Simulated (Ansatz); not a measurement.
# GaCuSe2: one cell, many SCF starts, part 2 of 2

How much does the result for GaCuSe2 depend on the starting moments? The same cell is run from several starts. The cell (8 atoms) is GaCuSe₂ in the measured crystal structure (space group I-42d). Source: COD entry 1563485.

Ansatz 0.2.0; DFT PBE+U, PAW, plane waves, scalar-relativistic; U − J = 4 eV on Cu d. Earlier steps stand in the parts before.

## Step 6: Parallel moments scaled by 0.03, plain SCF

File input.yaml:

```yaml
crystal:
  lattice:
    - [-2.80955, 2.80955, 5.513]
    - [2.80955, -2.80955, 5.513]
    - [2.80955, 2.80955, -5.513]
  atoms:
    - { symbol: Cu, position: [0.0, 0.0, 0.0], spin: 0.03 }
    - { symbol: Cu, position: [0.75, 0.25, 0.5], spin: 0.03 }
    - { symbol: Ga, position: [0.5, 0.5, 0.0] }
    - { symbol: Ga, position: [0.25, 0.75, 0.5] }
    - { symbol: Se, position: [0.375, 0.37562, 0.50062] }
    - { symbol: Se, position: [0.62438, 0.125, 0.99938] }
    - { symbol: Se, position: [0.875, 0.87438, 0.49938] }
    - { symbol: Se, position: [0.12562, 0.625, 0.00062] }
magnetization:
  spin_polarized: true
hamiltonian:
  xc: pbe
  pseudopotentials: { kind: paw }
  hubbard: { sites: [{ species: Cu, l: d, u_eff: 4.0 }] }
basis:
  ecutwfc: 420
kpoints:
  mp_grid: { grid: [4, 4, 5] }
scf:
  occupations: { method: fermi_dirac, width: 0.1 }
  lower_state_search: "off"
output:
  forces: true
  stress: true
```

Standard output, shortened:

```text
[... 27 lines as in an earlier run ...]
Starting moments: Σ|m| = 0.06 μB on 2 of 8 sites
[... 2 lines as in an earlier run ...]
SCF iter   1: F=—  HF=-42698.296417 eV  |F-HF|=—  |Δ(HF+E_count)|=         —  Δρ=5.58e-2 (↑5.58e-2 ↓5.37e-2)  dr2=1.68e1  dr2_m=2.06e-3  M=0.003 μB ∫|m|=0.026 μB  β_m=0.30  ethr=3.10e-3  ⟨swp⟩=5.6  Hψ=13468  notcnv=0  defer=22
[...]
[... 1 line as in an earlier run ...]
[...]
spin-set hold released at iteration 6 (site moments contracting): the magnetisation degrees of freedom join the quasi-Newton model from the next iteration; the mixer history was flushed
[...]
SCF iter  15: F=-42695.868086 eV  HF=-42695.868086 eV  |F-HF|=3.93e-10  |Δ(HF+E_count)|=   4.95e-9  Δρ=1.62e-7 (↑1.62e-7 ↓1.47e-7)  dr2=2.39e-10  dr2_m=3.31e-12  M=0.000 μB ∫|m|=0.000 μB  ethr=5.63e-12  ⟨swp⟩=1.2  Hψ=9727  notcnv=0
WARN: the starting moments were not kept: the SCF closed with an absolute magnetisation of 1.9e-6 μB, where they sum to 0.06 μB in size (2 sites). That is at most 0.1 of that sum. Measured as dr2_m measures the in/out step, that magnetisation stands 5.0e-13 eV from none, at or under the [...]
SCF converged after 15 iterations
Magnetization: 0.0000 μB (64.0000 up, 64.0000 down)
Absolute magnetization: 0.0000 μB (∫|ρ↑−ρ↓|, with the PAW one-centre terms)
Spin contamination: 0.0000 ħ² per cell (⟨S²⟩ above its minimum at these occupations)
[...]
Free energy (F): -42695.868086 eV
[...]
E sigma→0 (E₀):  -42695.867342 eV
Entropy (-TS):   -0.001488 eV (-0.186 meV/atom)
Fermi energy:    8.782425 eV
[... 32 lines left out: energy terms, forces, stress ...]
Occupation matrices written to <dir>
```

Run time: 31 s. Hardware: 2 threads of an x86-64 CPU, shared host; peak memory 1 GiB.

The run ends in the same state as step 2 (non-magnetic); it took 15 iterations.

## Step 7: Moments ++ scaled by 0.65, plain SCF

input.yaml, as its differences from that of step 6:

```diff
@@ -6,4 +6,4 @@
   atoms:
-    - { symbol: Cu, position: [0.0, 0.0, 0.0], spin: 0.03 }
-    - { symbol: Cu, position: [0.75, 0.25, 0.5], spin: 0.03 }
+    - { symbol: Cu, position: [0.0, 0.0, 0.0], spin: 0.65 }
+    - { symbol: Cu, position: [0.75, 0.25, 0.5], spin: 0.65 }
     - { symbol: Ga, position: [0.5, 0.5, 0.0] }
```

Standard output, shortened:

```text
[... 27 lines as in an earlier run ...]
Starting moments: Σ|m| = 1.3 μB on 2 of 8 sites
[... 2 lines as in an earlier run ...]
SCF iter   1: F=—  HF=-42698.203919 eV  |F-HF|=—  |Δ(HF+E_count)|=         —  Δρ=8.11e-2 (↑8.11e-2 ↓3.52e-2)  dr2=1.87e1  dr2_m=9.54e-1  M=0.054 μB ∫|m|=0.581 μB  β_m=0.30  ethr=3.10e-3  ⟨swp⟩=5.5  Hψ=13669  notcnv=0  defer=41
[...]
[... 1 line as in an earlier run ...]
[...]
[... 1 line as in an earlier run ...]
[...]
spin-set hold released at iteration 6 (site moments contracting): the magnetisation degrees of freedom join the quasi-Newton model from the next iteration; the mixer history was flushed
[...]
SCF iter  16: F=-42695.868086 eV  HF=-42695.868086 eV  |F-HF|=1.67e-10  |Δ(HF+E_count)|=   2.95e-9  Δρ=3.82e-7 (↑3.82e-7 ↓2.16e-7)  dr2=4.22e-10  dr2_m=2.17e-11  M=0.000 μB ∫|m|=0.000 μB  ethr=1.15e-12  ⟨swp⟩=1.0  Hψ=11386  notcnv=0
WARN: the starting moments were not kept: the SCF closed with an absolute magnetisation of 8.8e-6 μB, where they sum to 1.3 μB in size (2 sites). That is at most 0.1 of that sum. Measured as dr2_m measures the in/out step, that magnetisation stands 6.7e-12 eV from none, at or under the [...]
SCF converged after 16 iterations
Magnetization: 0.0000 μB (64.0000 up, 64.0000 down)
Absolute magnetization: 0.0000 μB (∫|ρ↑−ρ↓|, with the PAW one-centre terms)
Spin contamination: 0.0000 ħ² per cell (⟨S²⟩ above its minimum at these occupations)
[...]
Free energy (F): -42695.868086 eV
[...]
E sigma→0 (E₀):  -42695.867342 eV
Entropy (-TS):   -0.001488 eV (-0.186 meV/atom)
Fermi energy:    8.782422 eV
[... 32 lines left out: energy terms, forces, stress ...]
Occupation matrices written to <dir>
```

Run time: 36 s. Hardware: 2 threads of an x86-64 CPU, shared host; peak memory 1 GiB.

This is the state of step 2 again (non-magnetic), after 16 iterations.

## Step 8: A moment on one site alone, plain SCF

input.yaml, as its differences from that of step 7:

```diff
@@ -6,4 +6,4 @@
   atoms:
-    - { symbol: Cu, position: [0.0, 0.0, 0.0], spin: 0.65 }
-    - { symbol: Cu, position: [0.75, 0.25, 0.5], spin: 0.65 }
+    - { symbol: Cu, position: [0.0, 0.0, 0.0] }
+    - { symbol: Cu, position: [0.75, 0.25, 0.5], spin: 1.0 }
     - { symbol: Ga, position: [0.5, 0.5, 0.0] }
```

Standard output, shortened:

```text
Warning: crystal.symmetry: narrowed to the stabiliser of the k-point mesh — unitary ops 4 → 1; excluded 3 operations that carry a point of the 4×4×5 mesh (shift [0, 0, 0]) off the mesh (the run samples exactly the mesh kpoints.mp_grid names, as under crystal.symmetry.detect: false, and [...]
[... 26 lines as in an earlier run ...]
Starting moments: Σ|m| = 1 μB on 1 of 8 sites
[... 2 lines as in an earlier run ...]
SCF iter   1: F=—  HF=-42698.150121 eV  |F-HF|=—  |Δ(HF+E_count)|=         —  Δρ=7.80e-2 (↑7.80e-2 ↓4.31e-2)  dr2=1.89e1  dr2_m=1.01e0  M=0.052 μB ∫|m|=0.511 μB  β_m=0.30  ethr=3.10e-3  ⟨swp⟩=5.4  Hψ=21218  notcnv=0  defer=69
[...]
[... 1 line as in an earlier run ...]
[...]
[... 1 line as in an earlier run ...]
[...]
spin-set hold released at iteration 6 (site moments contracting): the magnetisation degrees of freedom join the quasi-Newton model from the next iteration; the mixer history was flushed
[...]
SCF iter  19: F=-42695.868086 eV  HF=-42695.868086 eV  |F-HF|=8.73e-11  |Δ(HF+E_count)|=  6.55e-11  Δρ=1.91e-7 (↑1.91e-7 ↓9.46e-8)  dr2=9.67e-11  dr2_m=7.11e-12  M=0.000 μB ∫|m|=0.000 μB  ethr=2.00e-12  ⟨swp⟩=1.1  Hψ=16533  notcnv=0
WARN: the starting moments were not kept: the SCF closed with an absolute magnetisation of 3.1e-6 μB, where they sum to 1 μB in size (1 site). That is at most 0.1 of that sum. Measured as dr2_m measures the in/out step, that magnetisation stands 1.5e-12 eV from none, at or under the [...]
SCF converged after 19 iterations
Magnetization: 0.0000 μB (64.0000 up, 64.0000 down)
Absolute magnetization: 0.0000 μB (∫|ρ↑−ρ↓|, with the PAW one-centre terms)
Spin contamination: 0.0000 ħ² per cell (⟨S²⟩ above its minimum at these occupations)
[...]
Free energy (F): -42695.868086 eV
[...]
E sigma→0 (E₀):  -42695.867342 eV
Entropy (-TS):   -0.001488 eV (-0.186 meV/atom)
Fermi energy:    8.782424 eV
[... 32 lines left out: energy terms, forces, stress ...]
Occupation matrices written to <dir>
```

It took 73 s on 2 threads of an x86-64 CPU, shared host; peak memory 1.3 GiB.

The run ends in the same state as step 2 (non-magnetic); it took 19 iterations.

## Step 9: Parallel moments, Broyden mixing, no switch to direct minimisation

input.yaml, as its differences from that of step 8:

```diff
@@ -6,3 +6,3 @@
   atoms:
-    - { symbol: Cu, position: [0.0, 0.0, 0.0] }
+    - { symbol: Cu, position: [0.0, 0.0, 0.0], spin: 1.0 }
     - { symbol: Cu, position: [0.75, 0.25, 0.5], spin: 1.0 }
@@ -27,2 +27,4 @@
   lower_state_search: "off"
+  algorithm: density_mixing
+  mixing: { algorithm: broyden, beta: 0.3 }
 output:
```

Standard output, shortened:

```text
[... 27 lines as in an earlier run ...]
Starting moments: Σ|m| = 2 μB on 2 of 8 sites
[... 2 lines as in an earlier run ...]
SCF iter   1: F=—  HF=-42697.995406 eV  |F-HF|=—  |Δ(HF+E_count)|=         —  Δρ=9.60e-2 (↑9.60e-2 ↓2.80e-2)  dr2=2.09e1  dr2_m=2.13e0  M=0.133 μB ∫|m|=0.920 μB  β_m=0.30  ethr=3.10e-3  ⟨swp⟩=5.5  Hψ=13712  notcnv=0  defer=42
[...]
[... 1 line as in an earlier run ...]
[...]
[... 2 lines as in an earlier run ...]
[...]
spin-set hold released at iteration 6 (site moments contracting): the magnetisation degrees of freedom join the quasi-Newton model from the next iteration; the mixer history was flushed
[...]
SCF iter  17: F=-42695.868086 eV  HF=-42695.868086 eV  |F-HF|=5.53e-10  |Δ(HF+E_count)|=   1.02e-8  Δρ=1.11e-6 (↑1.11e-6 ↓1.11e-6)  dr2=4.75e-9  dr2_m=6.61e-11  M=-0.000 μB ∫|m|=0.000 μB  ethr=5.59e-11  ⟨swp⟩=2.2  Hψ=11631  notcnv=0
WARN: the starting moments were not kept: the SCF closed with an absolute magnetisation of 1.6e-5 μB, where they sum to 2 μB in size (2 sites). That is at most 0.1 of that sum. Measured as dr2_m measures the in/out step, that magnetisation stands 1.4e-11 eV from none, at or under the [...]
this state was not tested for a lower state beside it, because the mixer in use, unlike msr1, does not test its closes by its own steps (another_mixer; see scf.mixing.algorithm and scf.lower_state_search)
SCF converged after 17 iterations
Magnetization: -0.0000 μB (64.0000 up, 64.0000 down)
Absolute magnetization: 0.0000 μB (∫|ρ↑−ρ↓|, with the PAW one-centre terms)
Spin contamination: 0.0000 ħ² per cell (⟨S²⟩ above its minimum at these occupations)
[...]
Free energy (F): -42695.868086 eV
[...]
E sigma→0 (E₀):  -42695.867342 eV
Entropy (-TS):   -0.001488 eV (-0.186 meV/atom)
Fermi energy:    8.782421 eV
[... 32 lines left out: energy terms, forces, stress ...]
Occupation matrices written to <dir>
```

It took 39 s on 2 threads of an x86-64 CPU, shared host; peak memory 1 GiB.

This is the state of step 2 again (non-magnetic), after 17 iterations.

## Step 10: The runs side by side

| step | iterations | state | moments of Cu1 Cu2 (μB) | total (μB) | gap (eV) | pressure (GPa) | above lowest (meV/atom) |
| --- | --- | --- | --- | --- | --- | --- | --- |
| 2 | 16 | 1 | 0.00 0.00 | 0.00 | 0.68 | 3.2 | 0.0 |
| 3 | 17 | 1 | 0.00 0.00 | 0.00 | 0.68 | 3.2 | 0.0 |
| 4 | 11 | 1 | 0.00 0.00 | 0.00 | 0.68 | 3.2 | 0.0 |
| 5 | 14 | 1 | 0.00 0.00 | 0.00 | 0.68 | 3.2 | 0.0 |
| 6 | 15 | 1 | 0.00 0.00 | 0.00 | 0.68 | 3.2 | 0.0 |
| 7 | 16 | 1 | 0.00 0.00 | 0.00 | 0.68 | 3.2 | 0.0 |
| 8 | 19 | 1 | 0.00 0.00 | 0.00 | 0.68 | 3.2 | 0.0 |
| 9 | 17 | 1 | 0.00 0.00 | 0.00 | 0.68 | 3.2 | 0.0 |

States are numbered from the lowest. Starts by step: 2 parallel moments, plain SCF; 3 opposed moments +-, plain SCF; 4 no spin polarisation; 5 spin on, no moments given (the program may seed its own), plain SCF; 6 parallel moments scaled by 0.03, plain SCF; 7 moments ++ scaled by 0.65, plain SCF; 8 a moment on one site alone, plain SCF; 9 parallel moments, Broyden mixing, no switch to direct minimisation.

The 8 runs of this session took 4.9 min in all, from 12 s to 73 s each.

Decimal logarithm of the largest residual (eV) by iteration, counted through all cycles of a run (7 of the 8 runs):

| iteration | step 2 | step 3 | step 4 | step 5 | step 6 | step 7 | step 8 |
| --- | --- | --- | --- | --- | --- | --- | --- |
| 1 | 1.3 | 1.3 | 0.7 | 0.7 | 1.2 | 1.3 | 1.3 |
| 2 | 0.3 | 0.4 | 0.1 | 0.1 | 0.0 | 0.0 | 0.0 |
| 3 | 0.0 | 0.1 | -0.3 | -0.4 | -0.2 | 0.0 | 0.0 |
| 4 | -0.2 | -0.2 | -1.0 | -0.4 | -1.7 | -0.6 | -0.5 |
| 5 | -0.4 | -0.4 | -1.8 | -0.7 | -0.9 | -0.8 | -0.7 |
| 6 | -0.7 | -0.7 | -2.7 | -1.0 | -2.1 | -1.1 | -1.0 |
| 8 | -0.9 | -1.1 | -4.1 | -2.7 | -3.2 | -1.6 | -1.6 |
| 9 | -3.0 | -3.4 | -5.1 | -3.4 | -3.4 | -3.0 | -3.0 |
| 11 | -5.1 | -4.9 | -8.0 | -4.8 | -5.0 | -5.1 | -4.6 |
| 12 | -5.3 | -5.3 | - | -5.6 | -6.3 | -5.3 | -5.2 |
| 14 | -7.0 | -7.2 | - | -8.0 | -8.1 | -7.3 | -6.7 |
| 16 | -9.5 | -8.5 | - | - | - | -9.4 | -7.5 |
| 17 | - | -10.0 | - | - | - | - | -7.8 |
| 19 | - | - | - | - | - | - | -10.0 |

## Step 11: What came out

The summary covers parts 1 to 2.

| quantity | value |
| --- | --- |
| distinct states | 1 from 8 converged runs |
| lowest state from plain starts | non-magnetic |
| total moment | 0.00 μB per cell |
| gap on the k-mesh | 0.68 eV |
| pressure | 3.2 GPa |
| largest force | 0.177 eV/Å |

**Reading.** Distinct end states: 1, from 8 converged runs. Spin polarisation gains nothing here: every starting moment dies out. These are lowest states among those tried, not proven ground states. The mesh has less symmetry than the lattice, which lowers the symmetry of the run.
